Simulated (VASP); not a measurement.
# Tb (Fm-3m) in VASP: further runs, part 2 of 2

VASP 6.6.1.

### Step 3. Single point, PBE, collinear spin, ferromagnetic start

The input, run.py:

```python
from ase.calculators.vasp import Vasp
from ase.dft.bandgap import bandgap
from ase.io import read

atoms = read('Tb.cif', primitive_cell=True, subtrans_included=False)
atoms.set_initial_magnetic_moments([6.0])
calc = Vasp(
    directory='calc',
    xc='pbe',
    pp='PBE',
    setups='materialsproject',
    prec='Accurate',
    encut=520,
    ediff=1e-06,
    ismear=0,
    sigma=0.02,
    lreal=False,
    lasph=True,
    nelm=100,
    algo='Normal',
    isif=2,
    lwave=False,
    lcharg=False,
    ispin=2,
    lorbit=11,
    lmaxmix=6,
    kpts=[9, 9, 9],
    gamma=True,
)
atoms.calc = calc

print('energy (eV):', atoms.get_potential_energy())
print('free energy (eV):', atoms.get_potential_energy(force_consistent=True))
print('forces (eV/A):')
print(atoms.get_forces())
print('stress (eV/A^3, Voigt):', atoms.get_stress())
print('Fermi level (eV):', calc.get_fermi_level())
print('moment (muB):', atoms.get_magnetic_moment())
print('site moments (muB):', atoms.get_magnetic_moments())
gap, top, bottom = bandgap(calc)
print('band gap (eV):', gap, 'from (spin, k, band)', top, 'to', bottom)
```

The input, Tb.cif:

```cif
data_Tb
_cell_length_a 5.03993018
_cell_length_b 5.03993018
_cell_length_c 5.03993018
_cell_angle_alpha 90.00000000
_cell_angle_beta 90.00000000
_cell_angle_gamma 90.00000000
_space_group_name_H-M_alt 'Fm-3m'
_space_group_name_Hall '-F 4 2 3'
_space_group_IT_number 225
loop_
_space_group_symop_operation_xyz
'x,y,z'
'-x,-y,-z'
'-y,x,z'
'y,-x,-z'
'-x,-y,z'
'x,y,-z'
'y,-x,z'
'-y,x,-z'
'x,-y,-z'
'-x,y,z'
'-y,-x,-z'
'y,x,z'
'-x,y,-z'
'x,-y,z'
'y,x,-z'
'-y,-x,z'
'z,x,y'
'-z,-x,-y'
'z,-y,x'
'-z,y,-x'
'z,-x,-y'
'-z,x,y'
'z,y,-x'
'-z,-y,x'
'-z,x,-y'
'z,-x,y'
'-z,-y,-x'
'z,y,x'
'-z,-x,y'
'z,x,-y'
'-z,y,x'
'z,-y,-x'
'y,z,x'
'-y,-z,-x'
'x,z,-y'
'-x,-z,y'
'-y,z,-x'
'y,-z,x'
'-x,z,y'
'x,-z,-y'
'-y,-z,x'
'y,z,-x'
'-x,-z,-y'
'x,z,y'
'y,-z,-x'
'-y,z,x'
'x,-z,y'
'-x,z,-y'
'x,y+1/2,z+1/2'
'-x,-y+1/2,-z+1/2'
'-y,x+1/2,z+1/2'
[... 62 lines left out ...]
'-z+1/2,-x,-y+1/2'
'z+1/2,-y,x+1/2'
'-z+1/2,y,-x+1/2'
'z+1/2,-x,-y+1/2'
'-z+1/2,x,y+1/2'
'z+1/2,y,-x+1/2'
'-z+1/2,-y,x+1/2'
'-z+1/2,x,-y+1/2'
'z+1/2,-x,y+1/2'
'-z+1/2,-y,-x+1/2'
'z+1/2,y,x+1/2'
'-z+1/2,-x,y+1/2'
'z+1/2,x,-y+1/2'
'-z+1/2,y,x+1/2'
'z+1/2,-y,-x+1/2'
'y+1/2,z,x+1/2'
'-y+1/2,-z,-x+1/2'
'x+1/2,z,-y+1/2'
'-x+1/2,-z,y+1/2'
'-y+1/2,z,-x+1/2'
'y+1/2,-z,x+1/2'
'-x+1/2,z,y+1/2'
'x+1/2,-z,-y+1/2'
'-y+1/2,-z,x+1/2'
'y+1/2,z,-x+1/2'
'-x+1/2,-z,-y+1/2'
'x+1/2,z,y+1/2'
'y+1/2,-z,-x+1/2'
'-y+1/2,z,x+1/2'
'x+1/2,-z,y+1/2'
'-x+1/2,z,-y+1/2'
'x+1/2,y+1/2,z'
'-x+1/2,-y+1/2,-z'
'-y+1/2,x+1/2,z'
'y+1/2,-x+1/2,-z'
'-x+1/2,-y+1/2,z'
'x+1/2,y+1/2,-z'
'y+1/2,-x+1/2,z'
'-y+1/2,x+1/2,-z'
'x+1/2,-y+1/2,-z'
'-x+1/2,y+1/2,z'
'-y+1/2,-x+1/2,-z'
'y+1/2,x+1/2,z'
'-x+1/2,y+1/2,-z'
'x+1/2,-y+1/2,z'
'y+1/2,x+1/2,-z'
'-y+1/2,-x+1/2,z'
'z+1/2,x+1/2,y'
'-z+1/2,-x+1/2,-y'
'z+1/2,-y+1/2,x'
'-z+1/2,y+1/2,-x'
'z+1/2,-x+1/2,-y'
'-z+1/2,x+1/2,y'
'z+1/2,y+1/2,-x'
'-z+1/2,-y+1/2,x'
'-z+1/2,x+1/2,-y'
'z+1/2,-x+1/2,y'
'-z+1/2,-y+1/2,-x'
'z+1/2,y+1/2,x'
'-z+1/2,-x+1/2,y'
'z+1/2,x+1/2,-y'
'-z+1/2,y+1/2,x'
'z+1/2,-y+1/2,-x'
'y+1/2,z+1/2,x'
'-y+1/2,-z+1/2,-x'
'x+1/2,z+1/2,-y'
'-x+1/2,-z+1/2,y'
'-y+1/2,z+1/2,-x'
'y+1/2,-z+1/2,x'
'-x+1/2,z+1/2,y'
'x+1/2,-z+1/2,-y'
'-y+1/2,-z+1/2,x'
'y+1/2,z+1/2,-x'
'-x+1/2,-z+1/2,-y'
'x+1/2,z+1/2,y'
'y+1/2,-z+1/2,-x'
'-y+1/2,z+1/2,x'
'x+1/2,-z+1/2,y'
'-x+1/2,z+1/2,-y'
loop_
_atom_site_label
_atom_site_type_symbol
_atom_site_symmetry_multiplicity
_atom_site_Wyckoff_symbol
_atom_site_fract_x
_atom_site_fract_y
_atom_site_fract_z
_atom_site_occupancy
Tb1 Tb 4 a 0.0000000000 0.0000000000 0.0000000000 1
```

Potentials or basis: VASP PAW PBE potentials, release 64 (Tb_3), 4f in core.

Started as:

```bash
> python run.py
```

The program printed:

```text
energy (eV): -4.54916378
free energy (eV): -4.54936165
forces (eV/A):
[[-0. -0. -0.]]
stress (eV/A^3, Voigt): [ 3.78006639e-05  3.78006639e-05  3.78006639e-05  0.00000000e+00
  0.00000000e+00 -0.00000000e+00]
Fermi level (eV): 3.35603929
moment (muB): 0.1092773
site moments (muB): [0.07]
band gap (eV): 0.0 from (spin, k, band) (None, None, None) to (None, None, None)
```

OUTCAR:

```text
ENCUT = 520.000000
   EDIFF = 1.00e-06
   GGA = PE
   PREC = Accurate
   ISIF = 2
   ISMEAR = 0
   ISPIN = 2
   LORBIT = 11
   NELM = 100
   LASPH = .TRUE.
   LREAL = .FALSE.

 ion  position               nearest neighbor table
   1  0.000  0.000  0.000-

  LATTYP: Found a face centered cubic cell.
 ALAT       =     5.0399301800

  Lattice vectors:

[... 891 lines left out ...]
 -----------------------------------------------------------------------------
  energy-cutoff  :      520.00
  volume of cell :       32.00
      direct lattice vectors                 reciprocal lattice vectors
     0.000000000  2.519965090  2.519965090    -0.198415447  0.198415447  0.198415447
     2.519965090  0.000000000  2.519965090     0.198415447 -0.198415447  0.198415447
     2.519965090  2.519965090  0.000000000     0.198415447  0.198415447 -0.198415447

 POSITION                                       TOTAL-FORCE (eV/Angst)
 -----------------------------------------------------------------------------------
      0.00000      0.00000      0.00000        -0.000000     -0.000000     -0.000000
 -----------------------------------------------------------------------------------
    total drift:                               -0.000000     -0.000000     -0.000000

  FREE ENERGIE OF THE ION-ELECTRON SYSTEM (eV)
  ---------------------------------------------------
  free  energy   TOTEN  =        -4.5493616512 eV

  energy  without entropy=       -4.5489659049  energy(sigma->0) =       -4.54916378

 total charge

# of ion       s       p       d       tot
------------------------------------------
    1        0.399   6.286   1.131   7.816

 magnetization (x)

# of ion       s       p       d       tot
------------------------------------------
    1       -0.000   0.023   0.047   0.070
```

INCAR:

```text
ENCUT = 520.000000
SIGMA = 0.020000
EDIFF = 1.00e-06
ALGO = Normal
GGA = PE
PREC = Accurate
ISIF = 2
ISMEAR = 0
ISPIN = 2
LMAXMIX = 6
LORBIT = 11
NELM = 100
LASPH = .TRUE.
LCHARG = .FALSE.
LWAVE = .FALSE.
LREAL = .FALSE.
MAGMOM = 1*6.0000
```

Run time: 42 s. Hardware: 1 thread of Intel Xeon Platinum 8488C (Sapphire Rapids), shared host; peak memory 0.18 GiB.

Results:

```yaml
Free_energy: -4.5494 eV
Pressure: 0.0 GPa
Band_gap_on_the_k_mesh: none (metal or under the smearing width)
Net_moment: 0.11 μB per cell
Site_moments: Tb +0.07 μB
Valence_electrons_inside_the_program's_atomic_spheres: Tb 7.82
```

Caveat: the magnetic or orbital state may not be the lowest; spin-orbit coupling is left out, which moves the levels of the heavy elements; the 4f electrons are frozen in the core as for a trivalent ion, so they carry no moment and show no levels.

### Step 4. Single point, PBE, collinear spin, ferromagnetic start

The input, INCAR:

```
PREC     = Accurate       # precision mode
ENCUT    = 500            # plane-wave cutoff, eV
EDIFF    = 1E-7           # SCF threshold, eV
ISMEAR   = 0              # smearing method
SIGMA    = 0.05           # smearing width, eV
LREAL    = False          # projectors in reciprocal space
LASPH    = True           # aspherical terms in the spheres
NELM     = 120            # most SCF steps
ALGO     = Normal         # electronic algorithm
ISIF     = 2              # what is computed and relaxed
LWAVE    = False          # write WAVECAR
LCHARG   = True           # write CHGCAR
ISPIN    = 2              # spin polarisation
MAGMOM   = 6              # initial moments
LORBIT   = 11             # projections on sites
LMAXMIX  = 6              # l up to which the mixer works
GGA      = PE             # functional
LELF     = True           # ELF
LVHAR    = True
```

The input, KPOINTS:

```
Automatic mesh
0
Gamma
  9 9 9
```

The input, POSCAR:

```
Tb
1.0
    0.0000000000      2.5199650902      2.5199650902
    2.5199650902      0.0000000000      2.5199650902
    2.5199650902      2.5199650902      0.0000000000
Tb
1
Direct
    0.0000000000      0.0000000000      0.0000000000
```

Potentials or basis: VASP PAW PBE potentials, release 64 (Tb).

Started as:

```bash
> cat potpaw_PBE.64/Tb/POTCAR > POTCAR
> mpirun -np 1 vasp_std > vasp.out
```

Run time: 3.5 min. Hardware: 1 thread of Intel Xeon Platinum 8488C (Sapphire Rapids), shared host; peak memory 0.21 GiB.

Results (log left out):

```
Free energy                                           : -9.5346 eV
Pressure                                              : -0.1 GPa
Band gap on the k mesh                                : none (metal or under the smearing width)
Net moment                                            : 5.86 μB per cell
Site moments                                          : Tb +5.70 μB
Valence electrons inside the program's atomic spheres : Tb 16.31
```

Levels at points of the mesh, in eV from the Fermi level:
Spin up:
| k point | band 9 | band 10 | band 11 | band 12 | band 13 | band 14 | band 15 | band 16 |
| --- | --- | --- | --- | --- | --- | --- | --- | --- |
| (0.00, 0.00, 0.00) | -4.09 | -4.09 | -4.09 | -3.44 | 1.86 | 1.86 | 1.86 | 4.06 |
Spin down:
```tsv
k point	band 3	band 4	band 5	band 6	band 7	band 8	band 9	band 10
(0.00, 0.00, 0.00)	-20.47	-20.47	-4.61	-0.40	0.13	0.13	0.13	0.85
```

Caveat: the magnetic or orbital state may not be the lowest; spin-orbit coupling is left out, which moves the levels of the heavy elements. The state reached can hang on the start; a lower one may exist.

### Step 5. Overview

```tsv
potentials or basis	cutoff (eV)	smearing	further INCAR settings	gap on the mesh (eV)	pressure (GPa)	moment (μB)
VASP PAW PBE potentials, release 64 (Tb_3), 4f in core	520	gaussian 0.02 eV	ALGO = Normal; EDIFF = 1e-07	none	0.0	0.11
VASP PAW PBE potentials, release 64 (Tb_3), 4f in core	520	gaussian 0.02 eV	ALGO = Normal; EDIFF = 1.00e-06	none	0.0	0.11
VASP PAW PBE potentials, release 64 (Tb)	500	gaussian 0.05 eV	ALGO = Normal; EDIFF = 1e-07	none	-0.1	5.86
```

Alike in all rows: task single point; level PBE; spin collinear, ferromagnetic start; cell as given; k mesh 9 × 9 × 9.

Caveats: the magnetic or orbital state may not be the lowest; spin-orbit coupling is left out, which moves the levels of the heavy elements; the 4f electrons are frozen in the core as for a trivalent ion, so they carry no moment and show no levels (some runs).

Absolute energies hang on the potentials; compare differences alone.
